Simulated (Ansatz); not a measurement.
# What Li5SbCl2 (built on the sites of a database entry of Li5NCl2) distorts into, part 2 of 3

Wanted: the energy along a soft mode of Li5SbCl2 (built on the sites of a database entry of Li5NCl2) and the structure at the end.

Ansatz 0.2.0; DFT PBEsol, scalar-relativistic, plane waves, PAW.

So far. Step 4 (The mode frozen in, largest atomic shift 0.45 Å): The run ends at a pressure of 0.56 GPa, with forces up to 0.081 eV/Å. Step 5 (Energy along the mode, all amplitudes (two of the runs …): The lowest of the steps tried is at 0.45 Å, 5.53 meV/atom below the parent; the bottom of the well need not coincide with a step.

The structure was built from a prototype and need not be the compound's stable phase.

### Step 6. Relaxing from the distorted cell

Starting from the lowest point found, all atoms and the cell are let go, so that strain and other modes of the same symmetry can join in.

Contents of input.yaml:

```yaml
crystal:
  lattice:
    - [2.2304986503, 1.2877789962, 9.3537562555]
    - [-2.2304986503, 1.2877789962, 9.3537562555]
    - [0.0, -2.5755579923, 9.3537562555]
  atoms:
    - { symbol: Li, position: [0.3991256955, 0.5, 0.6008743045] }
    - { symbol: Li, position: [0.8652878839, 0.9076767893, 0.9500656947] }
    - { symbol: Li, position: [0.0499343053, 0.0923232107, 0.1347121161] }
    - { symbol: Li, position: [0.6877625966, 0.6887073702, 0.6896521438] }
    - { symbol: Li, position: [0.3103478562, 0.3112926298, 0.3122374034] }
    - { symbol: Sb, position: [0.0005147622, 0.0, -0.0005147622] }
    - { symbol: Cl, position: [0.2249948685, 0.2075215019, 0.1900481352] }
    - { symbol: Cl, position: [0.8099518648, 0.7924784981, 0.7750051315] }
kpoints:
  mp_grid: { grid: [9, 9, 9] }
hamiltonian:
  xc: pbesol
scf:
  occupations: { method: methfessel_paxton, width: 0.2 }
output:
  forces: true
  stress: true
  eigenvalues: true
relax:
  adjacent_minimum: "off"
  f_tol: 0.002
  max_steps: 120
  cell: { stress_tol: 0.03 }
```

On the command line:

```
ansatz run input.yaml --threads 8 --pin off --max-ram 14336MiB --backend cpu --events-out ev --progress --plain --runs-dir out
```

Numbers of over 12 decimals in the logs are rounded to 6 here.

Output:

```text
[...]
Crystal: 8 atoms, lattice volume = 161.206 Å³
Basis set: ecut = 420 eV, 3163 PW (Γ), FFT grids on a1−a3, a2−a3, a3, exchange–correlation on 60×60×144 points (8 copies of the dense FFT grid, shifted against one another)
Bands: 30, of which v1, the nominal top of the filled ones, is band 22 counted from 1 (21 counted from 0)
Symmetry: 2 space group operations
[...]
k-points: 205 of 729 (time reversal used)
[...]
SCF iter   1: F=—  HF=-9552.978102 eV  |F-HF|=—  |Δ(HF+E_count)|=         —  Δρ=4.02e-3  dr2=1.82e-1  ethr=1.77e-3  ⟨swp⟩=7.4  Hψ=30348  notcnv=0
[...]
SCF iter   8: F=-9552.912790 eV  HF=-9552.912790 eV  |F-HF|=2.78e-8  |Δ(HF+E_count)|=   2.04e-7  S|Δr|=    0.00e0  Δρ=4.59e-6  dr2=7.65e-8  ethr=2.27e-10  ⟨swp⟩=9.6  Hψ=32117  notcnv=0
SCF 1 converged in 8 iterations: F = -9552.912790 eV  dr2 = 7.65e-8
[...]
relax step   1: F+E_penalty+E_count = -9552.91279044 eV  Δ(F+E_penalty+E_count) = +0.000e0 eV  max|allowed force component| = 6.100e-2 eV/Å  Δτ_max = 0.0000 Å  P = +0.557 GPa  Ω = 161.206 Å³  (8 SCF iters, dr2 threshold 1.00e-7 eV, accepted)
Crystal: 8 atoms, lattice volume = 167.380 Å³
Basis set: ecut = 420 eV, 3297 PW (Γ), FFT grids on a1−a3, a2−a3, a3, exchange–correlation on 60×60×144 points (8 copies of the dense FFT grid, shifted against one another)
[...]
iter 1 solved again at ethr=3.49e-4 eV; its pass at ethr=3.10e-3 eV (dr2=1.54e-1 eV) is discarded
[...]
SCF iter   6: F=-9552.940173 eV  HF=-9552.940173 eV  |F-HF|=1.07e-7  |Δ(HF+E_count)|=   3.55e-6  S|Δr|=    0.00e0  Δρ=1.76e-5  dr2=6.68e-7  ethr=1.82e-9  ⟨swp⟩=10.3  Hψ=31791  notcnv=0
SCF 2 converged in 6 iterations: F = -9552.940173 eV  dr2 = 6.68e-7
relax step   2: F+E_penalty+E_count = -9552.94017295 eV  Δ(F+E_penalty+E_count) = -2.738e-2 eV  max|allowed force component| = 1.041e-1 eV/Å  Δτ_max = 0.0845 Å  P = -0.012 GPa  Ω = 167.380 Å³  energy of the carried Pulay correction = -2.860e-4 eV  (6 SCF iters, dr2 threshold 8.00e-7 eV, accepted)
Crystal: 8 atoms, lattice volume = 170.558 Å³
Basis set: ecut = 420 eV, 3363 PW (Γ), FFT grids on a1−a3, a2−a3, a3, exchange–correlation on 60×60×144 points (8 copies of the dense FFT grid, shifted against one another)
[...]
SCF iter   8: F=-9552.964189 eV  HF=-9552.964189 eV  |F-HF|=1.87e-7  |Δ(HF+E_count)|=   1.13e-6  S|Δr|=    0.00e0  Δρ=9.60e-6  dr2=2.49e-7  ethr=1.54e-9  ⟨swp⟩=7.9  Hψ=27515  notcnv=0
SCF 3 converged in 8 iterations: F = -9552.964189 eV  dr2 = 2.49e-7
relax step   3: F+E_penalty+E_count = -9552.96418911 eV  Δ(F+E_penalty+E_count) = -2.402e-2 eV  max|allowed force component| = 1.040e-1 eV/Å  Δτ_max = 0.0861 Å  P = -0.256 GPa  Ω = 170.558 Å³  energy of the carried Pulay correction = -4.291e-4 eV  (8 SCF iters, dr2 threshold 6.78e-7 eV, accepted)
[... from here on, the SCF cycles and remarks between the steps are left out ...]
relax step   4: F+E_penalty+E_count = -9553.00961468 eV  Δ(F+E_penalty+E_count) = -4.543e-2 eV  max|allowed force component| = 5.825e-2 eV/Å  Δτ_max = 0.1933 Å  P = -0.276 GPa  Ω = 174.017 Å³  energy of the carried Pulay correction = -5.817e-4 eV  (8 SCF iters, dr2 threshold 8.00e-7 eV, accepted)
relax step   5: F+E_penalty+E_count = -9553.02713243 eV  Δ(F+E_penalty+E_count) = -1.752e-2 eV  max|allowed force component| = 8.563e-2 eV/Å  Δτ_max = 0.1930 Å  P = +0.223 GPa  Ω = 172.700 Å³  energy of the carried Pulay correction = -5.239e-4 eV  (7 SCF iters, dr2 threshold 3.16e-7 eV, accepted)
relax step   6: F+E_penalty+E_count = -9553.04121938 eV  Δ(F+E_penalty+E_count) = -1.409e-2 eV  max|allowed force component| = 1.010e-1 eV/Å  Δτ_max = 0.1949 Å  P = -0.057 GPa  Ω = 174.258 Å³  energy of the carried Pulay correction = -5.922e-4 eV  (9 SCF iters, dr2 threshold 6.22e-7 eV, accepted)
relax step   7: F+E_penalty+E_count = -9553.06830076 eV  Δ(F+E_penalty+E_count) = -2.708e-2 eV  max|allowed force component| = 8.488e-2 eV/Å  Δτ_max = 0.1967 Å  P = -0.162 GPa  Ω = 172.604 Å³  energy of the carried Pulay correction = -5.197e-4 eV  (6 SCF iters, dr2 threshold 6.37e-7 eV, accepted)
relax step   8: F+E_penalty+E_count = -9553.10041740 eV  Δ(F+E_penalty+E_count) = -3.212e-2 eV  max|allowed force component| = 6.024e-2 eV/Å  Δτ_max = 0.1901 Å  P = -0.179 GPa  Ω = 169.967 Å³  energy of the carried Pulay correction = -4.027e-4 eV  (6 SCF iters, dr2 threshold 4.50e-7 eV, accepted)
relax step   9: F+E_penalty+E_count = -9553.14142151 eV  Δ(F+E_penalty+E_count) = -4.100e-2 eV  max|allowed force component| = 8.981e-2 eV/Å  Δτ_max = 0.1950 Å  P = -0.270 GPa  Ω = 167.764 Å³  energy of the carried Pulay correction = -3.034e-4 eV  (6 SCF iters, dr2 threshold 3.54e-7 eV, accepted)
relax step  10: F+E_penalty+E_count = -9553.22056237 eV  Δ(F+E_penalty+E_count) = -7.914e-2 eV  max|allowed force component| = 1.127e-1 eV/Å  Δτ_max = 0.1955 Å  P = -0.405 GPa  Ω = 163.999 Å³  energy of the carried Pulay correction = -1.307e-4 eV  (6 SCF iters, dr2 threshold 6.58e-7 eV, accepted)
relax step  11: F+E_penalty+E_count = -9553.29336514 eV  Δ(F+E_penalty+E_count) = -7.280e-2 eV  max|allowed force component| = 1.388e-1 eV/Å  Δτ_max = 0.1950 Å  P = -0.243 GPa  Ω = 160.375 Å³  energy of the carried Pulay correction = +3.933e-5 eV  (6 SCF iters, dr2 threshold 8.00e-7 eV, accepted)
relax step  12: F+E_penalty+E_count = -9553.34708878 eV  Δ(F+E_penalty+E_count) = -5.372e-2 eV  max|allowed force component| = 1.461e-1 eV/Å  Δτ_max = 0.1940 Å  P = +0.011 GPa  Ω = 156.804 Å³  energy of the carried Pulay correction = +2.107e-4 eV  (6 SCF iters, dr2 threshold 8.00e-7 eV, accepted)
relax step  13: F+E_penalty+E_count = -9553.32182906 eV  Δ(F+E_penalty+E_count) = +2.526e-2 eV  max|allowed force component| = 1.503e-1 eV/Å  Δτ_max = 0.1560 Å  P = +1.039 GPa  Ω = 149.830 Å³  energy of the carried Pulay correction = +5.567e-4 eV  (6 SCF iters, dr2 threshold 8.00e-7 eV, rejected (line search))
relax step  14: F+E_penalty+E_count = -9553.38551969 eV  Δ(F+E_penalty+E_count) = -3.843e-2 eV  max|allowed force component| = 3.821e-2 eV/Å  Δτ_max = 0.0859 Å  P = +0.100 GPa  Ω = 154.783 Å³  energy of the carried Pulay correction = +3.094e-4 eV  (10 SCF iters, accepted)
relax step  15: F+E_penalty+E_count = -9553.40656643 eV  Δ(F+E_penalty+E_count) = -2.105e-2 eV  max|allowed force component| = 4.998e-2 eV/Å  Δτ_max = 0.1000 Å  P = +0.052 GPa  Ω = 154.393 Å³  energy of the carried Pulay correction = +3.286e-4 eV  (6 SCF iters, dr2 threshold 6.37e-7 eV, accepted)
relax step  16: F+E_penalty+E_count = -9553.41158517 eV  Δ(F+E_penalty+E_count) = -5.019e-3 eV  max|allowed force component| = 2.154e-1 eV/Å  Δτ_max = 0.1445 Å  P = -0.004 GPa  Ω = 153.145 Å³  energy of the carried Pulay correction = +3.903e-4 eV  (6 SCF iters, dr2 threshold 4.14e-7 eV, accepted)
relax step  17: F+E_penalty+E_count = -9553.40647122 eV  Δ(F+E_penalty+E_count) = +5.114e-3 eV  max|allowed force component| = 1.515e-1 eV/Å  Δτ_max = 0.1094 Å  P = +0.178 GPa  Ω = 151.827 Å³  energy of the carried Pulay correction = +4.560e-4 eV  (6 SCF iters, dr2 threshold 8.00e-7 eV, rejected (line search))
relax step  18: F+E_penalty+E_count = -9553.42494964 eV  Δ(F+E_penalty+E_count) = -1.336e-2 eV  max|allowed force component| = 3.517e-2 eV/Å  Δτ_max = 0.0547 Å  P = -0.001 GPa  Ω = 152.638 Å³  energy of the carried Pulay correction = +4.155e-4 eV  (10 SCF iters, accepted)
relax step  19: F+E_penalty+E_count = -9553.42759078 eV  Δ(F+E_penalty+E_count) = -2.641e-3 eV  max|allowed force component| = 4.193e-2 eV/Å  Δτ_max = 0.0539 Å  P = +0.132 GPa  Ω = 151.650 Å³  energy of the carried Pulay correction = +4.649e-4 eV  (6 SCF iters, dr2 threshold 7.73e-8 eV, accepted)
relax step  20: F+E_penalty+E_count = -9553.42917030 eV  Δ(F+E_penalty+E_count) = -1.580e-3 eV  max|allowed force component| = 1.004e-2 eV/Å  Δτ_max = 0.0229 Å  P = +0.072 GPa  Ω = 151.745 Å³  energy of the carried Pulay correction = +4.602e-4 eV  (5 SCF iters, dr2 threshold 2.62e-7 eV, accepted)
relax step  21: F+E_penalty+E_count = -9553.42973328 eV  Δ(F+E_penalty+E_count) = -5.630e-4 eV  max|allowed force component| = 8.164e-3 eV/Å  Δτ_max = 0.0084 Å  P = +0.024 GPa  Ω = 151.920 Å³  energy of the carried Pulay correction = +4.513e-4 eV  (5 SCF iters, dr2 threshold 7.93e-8 eV, accepted)
relax step  22: F+E_penalty+E_count = -9553.43012852 eV  Δ(F+E_penalty+E_count) = -3.952e-4 eV  max|allowed force component| = 2.724e-3 eV/Å  Δτ_max = 0.0126 Å  P = +0.004 GPa  Ω = 152.218 Å³  energy of the carried Pulay correction = +4.365e-4 eV  (6 SCF iters, dr2 threshold 1.73e-8 eV, accepted)
relax step  23: F+E_penalty+E_count = -9553.43012659 eV  Δ(F+E_penalty+E_count) = +1.937e-6 eV  max|allowed force component| = 4.184e-3 eV/Å  Δτ_max = 0.0099 Å  P = -0.006 GPa  Ω = 152.311 Å³  energy of the carried Pulay correction = +4.318e-4 eV  (6 SCF iters, dr2 threshold 4.64e-10 eV, accepted)
relax step  24: F+E_penalty+E_count = -9553.43008422 eV  Δ(F+E_penalty+E_count) = +4.236e-5 eV  max|allowed force component| = 2.001e-2 eV/Å  Δτ_max = 0.0088 Å  P = +0.012 GPa  Ω = 152.250 Å³  energy of the carried Pulay correction = +4.349e-4 eV  (5 SCF iters, dr2 threshold 5.98e-9 eV, rejected (line search))
relax step  25: F+E_penalty+E_count = -9553.43016903 eV  Δ(F+E_penalty+E_count) = -4.245e-5 eV  max|allowed force component| = 8.776e-3 eV/Å  Δτ_max = 0.0019 Å  P = +0.003 GPa  Ω = 152.246 Å³  energy of the carried Pulay correction = +4.351e-4 eV  (7 SCF iters, accepted)
relax step  26: F+E_penalty+E_count = -9553.43018858 eV  Δ(F+E_penalty+E_count) = -1.954e-5 eV  max|allowed force component| = 3.645e-4 eV/Å  Δτ_max = 0.0021 Å  P = +0.002 GPa  Ω = 152.264 Å³  energy of the carried Pulay correction = +4.342e-4 eV  (5 SCF iters, dr2 threshold 4.81e-9 eV, accepted)
Basis set: ecut = 420 eV, 2981 PW (Γ), FFT grids on a1−a3, a2−a3, a3, exchange–correlation on 64×60×144 points (8 copies of the dense FFT grid, shifted against one another)
[...]
SCF iter   6: F=-9553.429795 eV  HF=-9553.429795 eV  |F-HF|=3.64e-12  |Δ(HF+E_count)|=  1.46e-11  S|Δr|=    0.00e0  Δρ=6.27e-8  dr2=1.33e-11  ethr=1.00e-12  ⟨swp⟩=6.9  Hψ=26753  notcnv=0
SCF 27 converged in 6 iterations: F = -9553.429795 eV  dr2 = 1.33e-11
relax step  27: F+E_penalty+E_count = -9553.42979537 eV  Δ(F+E_penalty+E_count) = +3.932e-4 eV  max|allowed force component| = 3.492e-4 eV/Å  Δτ_max = 0.0000 Å  P = +0.001 GPa  Ω = 152.264 Å³  stress off target by 3.71e-3 GPa  SCF on the basis re-selected at this cell (its energy is not comparable with the rows above)  (6 SCF iters)
basis re-selected at this cell: Δ(F+E_penalty+E_count) = +3.932e-4 eV, ΔP = -0.001 GPa vs the last step (what re-selecting the basis moved, of the pressure what is left beyond the Pulay correction that the steps carried, after the strain that the cell walked since its last selection, with what the two solves' SCF thresholds leave and, on support functions, any second-order correction that the steps lacked; it is no measure of the basis error at this ecutwfc). The dense FFT grid was sized anew with the basis: this SCF ran on 32×30×72 points, the steps before it on 30×30×72, so part of this shift can come from that change (see relax.cell in the input reference). [rest of the remark cut]
SCF converged after 6 iterations
[...]
Free energy (F): -9553.429795 eV
[...]
Internal energy: -9553.429997 eV  (E = F + TS)
E sigma→0 (E₀):  -9553.429846 eV
Entropy (-TS):   0.000202 eV (0.025 meV/atom)
Fermi energy:    5.384326 eV
Step filling:    the computed levels leave a gap of 0.6506 eV = 3.3 smearing widths at the electron count; against every level under it full and every level over it empty, smearing changes F+E_penalty+E_count by +0.030 meV and its σ→0 estimate by -0.020 meV
[...]
--- Forces (eV/Å), atoms counted from 1 ---
  atom   1  Li    -0.00004958    -0.00008587     0.00000000
  atom   2  Li     0.00004796    -0.00010251    -0.00008010
  atom   3  Li    -0.00011275    -0.00000972     0.00008010
  atom   4  Li     0.00027825    -0.00000262    -0.00011425
  atom   5  Li    -0.00014139     0.00023967     0.00011425
  atom   6  Sb    -0.00000376    -0.00000651     0.00000000
  atom   7  Cl    -0.00000118    -0.00002157     0.00034924
  atom   8  Cl    -0.00001809    -0.00001181    -0.00034924
  max |Σ_I F_I| component: 9.41e-7 eV/Å
--- Stress (GPa, compression-positive) ---
        0.000787       0.000607       0.002625
        0.000607       0.001487      -0.001516
        0.002627      -0.001516       0.000909
  P = ⅓ Tr σ = 0.0011 GPa (0.011 kbar)
--- Band table (eV; the first three rows and the last of 205) ---
  k-point 0: bands = [... 18 lower, 0.3897, 3.1487, 4.6810, 4.9995, 5.6502, 6.6208, 7.6430, 7.8952, ... 4 higher]
  k-point 1: bands = [... 18 lower, 0.3370, 3.1415, 4.0689, 4.6888, 5.8688, 6.8763, 7.9770, 8.2322, ... 4 higher]
  k-point 2: bands = [... 18 lower, 0.2549, 2.8346, 3.3115, 4.2321, 6.3787, 7.2771, 7.7186, 8.6065, ... 4 higher]
  k-point 204: bands = [... 18 lower, 0.1708, 1.4952, 3.0636, 3.5092, 6.1750, 7.5529, 7.7106, 8.5220, ... 4 higher]
--- Relaxed structure (26 steps of the walk, 23 accepted, 1 SCFs on fresh bases) ---
  F+E_penalty+E_count = -9553.42979537 eV   max|allowed force component| = 3.492e-4 eV/Å   (the final SCF, on the basis selected at the relaxed cell)
  cell:  # Å, volume = 152.2642 Å³
    - [2.884657, 0.973411, 9.339736]
    - [-1.408529, 0.813215, 9.009793]
    - [0.599330, -2.984892, 9.339736]
  atoms:
    - { symbol: Li, position: [0.260630, 0.500000, 0.739370] }
    - { symbol: Li, position: [0.874629, 0.462038, 1.456826] }
    - { symbol: Li, position: [-0.456826, 0.537962, 0.125371] }
    - { symbol: Li, position: [0.839792, 0.756321, 0.498969] }
    - { symbol: Li, position: [0.501031, 0.243679, 0.160208] }
    - { symbol: Sb, position: [0.162581, -5.677514372531535e-17, -0.162581] }
    - { symbol: Cl, position: [0.388513, 0.029135, 0.222432] }
    - { symbol: Cl, position: [0.777568, 0.970865, 0.611487] }
```

The job ended after 7.1 min (8 threads of Arm Neoverse V1, shared host; peak memory 1.3 GiB; 56 min of CPU time).

The steps of the relaxation (22 of 27):

| step | energy less that of the first step (eV) | largest force component (eV/Å) | pressure (GPa) | volume (Å³) |
| --- | --- | --- | --- | --- |
| 1 | 0.0000 | 0.0610 | 0.56 | 161.21 |
| 2 | -0.0274 | 0.1041 | -0.01 | 167.38 |
| 3 | -0.0514 | 0.1040 | -0.26 | 170.56 |
| 5 | -0.1143 | 0.0856 | 0.22 | 172.70 |
| 6 | -0.1284 | 0.1010 | -0.06 | 174.26 |
| 7 | -0.1555 | 0.0849 | -0.16 | 172.60 |
| 8 | -0.1876 | 0.0602 | -0.18 | 169.97 |
| 10 | -0.3078 | 0.1127 | -0.40 | 164.00 |
| 11 | -0.3806 | 0.1388 | -0.24 | 160.37 |
| 12 | -0.4343 | 0.1461 | 0.01 | 156.80 |
| 13 | -0.4090 | 0.1503 | 1.04 | 149.83 |
| 15 | -0.4938 | 0.0500 | 0.05 | 154.39 |
| 16 | -0.4988 | 0.2154 | 0.00 | 153.14 |
| 17 | -0.4937 | 0.1515 | 0.18 | 151.83 |
| 18 | -0.5122 | 0.0352 | 0.00 | 152.64 |
| 20 | -0.5164 | 0.0100 | 0.07 | 151.74 |
| 21 | -0.5169 | 0.0082 | 0.02 | 151.92 |
| 22 | -0.5173 | 0.0027 | 0.00 | 152.22 |
| 23 | -0.5173 | 0.0042 | -0.01 | 152.31 |
| 25 | -0.5174 | 0.0088 | 0.00 | 152.25 |
| 26 | -0.5174 | 0.0004 | 0.00 | 152.26 |
| 27* | -0.5170 | 0.0003 | 0.00 | 152.26 |

Relaxation steps marked * repeat the geometry before them on a plane-wave basis chosen anew for their cell, so energy and pressure can jump there. Other such steps can lie between the rows shown. Relaxation steps 13, 17, 24 were tried and not accepted.

Forces are held to the 2 operations that the run works with; a distortion that breaks them can't arise in this run.

| cell as run | before | after | change |
| --- | --- | --- | --- |
| a (Å) | 9.702 | 9.823 | +1.3 % |
| b (Å) | 9.702 | 9.155 | -5.6 % |
| c (Å) | 9.702 | 9.823 | +1.3 % |
| α (°) | 26.58 | 25.94 | -2.4 % |
| β (°) | 26.58 | 26.91 | +1.2 % |
| γ (°) | 26.58 | 25.94 | -2.4 % |
| volume (Å³/atom) | 20.15 | 19.03 | -5.5 % |

The atoms that moved most (Å, as changes of fractional coordinates times the final cell):

| atom | dx | dy | dz | length |
| --- | --- | --- | --- | --- |
| Li3 | -2.095 | -0.103 | -0.805 | 2.247 |
| Li2 | 0.958 | -1.866 | 0.805 | 2.247 |
| Li4 | 0.229 | 0.772 | 0.248 | 0.843 |
| Li5 | 0.554 | 0.584 | -0.248 | 0.843 |
| Cl7 | 0.742 | -0.083 | 0.222 | 0.779 |
| Cl8 | -0.443 | 0.602 | -0.222 | 0.779 |
| Sb6 | 0.370 | 0.642 | 0.000 | 0.741 |
| Li1 | -0.317 | -0.548 | 0.000 | 0.633 |

This step gave:

- pressure: 0.001061 GPa
- volume per atom: 19.03 Å³
- gap on the k-mesh: 0.6506 eV

The distorted start has space group C2; the relaxation ends in C2.

### Step 7. The new phase in its own primitive cell

The relaxed structure is symmetrised, reduced to its primitive cell and relaxed tightly, as its phonons need.

Contents of input.yaml:

```yaml
crystal:
  lattice:
    - [3.6528416687, -2.2853269214, 0.0]
    - [3.6528416687, 2.2853269214, 0.0]
    - [-0.8059717715, 0.0, 9.1198713931]
  atoms:
    - { symbol: Li, position: [0.7393701207, 0.2606298793, 0.5] }
    - { symbol: Li, position: [0.4568256788, 0.8746289896, 0.7934929727] }
    - { symbol: Li, position: [0.1253710104, 0.5431743212, 0.2065070273] }
    - { symbol: Li, position: [0.4989688187, 0.8397924334, 0.0950826167] }
    - { symbol: Li, position: [0.1602075666, 0.5010311813, 0.9049173833] }
    - { symbol: Sb, position: [0.837418631, 0.162581369, 0.0] }
    - { symbol: Cl, position: [0.2224317147, 0.388513374, 0.6400798914] }
    - { symbol: Cl, position: [0.611486626, 0.7775682853, 0.3599201086] }
kpoints:
  mp_grid: { grid: [6, 6, 4] }
hamiltonian:
  xc: pbesol
scf:
  occupations: { method: fixed }
output:
  forces: true
  stress: true
  eigenvalues: true
relax:
  adjacent_minimum: "off"
  f_tol: 0.001
  max_steps: 60
  cell: { stress_tol: 0.01 }
```

Output:

```text
[...]
Crystal: 8 atoms, lattice volume = 152.264 Å³
Basis set: ecut = 420 eV, 2981 PW (Γ), exchange–correlation on 60×60×128 points (8 copies of the dense FFT grid, shifted against one another)
Bands: 30, of which v1, the nominal top of the filled ones, is band 22 counted from 1 (21 counted from 0)
Symmetry: 2 space group operations
[...]
k-points: 47 of 144 (time reversal used)
[...]
atoms:
    - { symbol: Li, position: [0.739471, 0.260529, 0.500000] }
    - { symbol: Li, position: [0.456658, 0.874748, 0.793475] }
    - { symbol: Li, position: [0.125252, 0.543342, 0.206525] }
    - { symbol: Li, position: [0.498983, 0.839811, 0.095007] }
    - { symbol: Li, position: [0.160189, 0.501017, 0.904993] }
    - { symbol: Sb, position: [0.837490, 0.162510, 0] }
    - { symbol: Cl, position: [0.222529, 0.388491, 0.640083] }
    - { symbol: Cl, position: [0.611509, 0.777471, 0.359917] }
[key lines of the parts left out:]
SCF converged after 5 iterations
Free energy (F): -9553.425686 eV
Fermi energy:    4.995877 eV
P = ⅓ Tr σ = 0.0001 GPa (0.001 kbar)
```

Run time: 18 s. Hardware: 8 threads; peak memory 0.65 GiB; 2.3 min of CPU time.

Little changed from the start: no atom moved by 0.005 Å and no cell edge by 0.1 %.

This step gave:

```
pressure           : 1.29e-4 GPa
gap on the k-mesh  : 0.6531 eV
volume per atom    : 19.04 Å³
direct gap on mesh : 0.6531 eV
```

The largest force component left is 0.41 meV/Å and the pressure is 0.000 GPa, within the tolerances set. The cell now holds 19.04 Å³/atom.

[end of part 2 of 3]

[Logs are printed without paths, hosts, clocks, repeated set-up lines and the standing remarks that a program may print on its own settings, such as how far it seeks lower states.]

[Hosts, paths, dates, database ids (printed as entryN), source tags and the programs' standing remarks are cut or masked in the printed files.]
